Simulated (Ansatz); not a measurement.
All numbers below come from Ansatz 0.2.0, DFT r2SCAN, scalar-relativistic, plane waves, PAW. All cells share a 500 eV cutoff and Γ-centred k meshes spaced at most 0.3 Å⁻¹ (0.19 for metals, 2π included).

These are static lattice energies at zero pressure. Larger cells and other orderings weren't all tried, so the list isn't exhaustive. For metals, differences of a few meV/atom aren't resolved. No run is spin-polarised.

(1) Which is lower for ScAl₃, the TiAl3 (D0_22) or the Cu3Au (L1_2) structure, and by how much?

Results:

(1) The Cu3Au (L1_2) structure, by 105 meV/atom. It takes 17.1 Å³/atom against 17.6.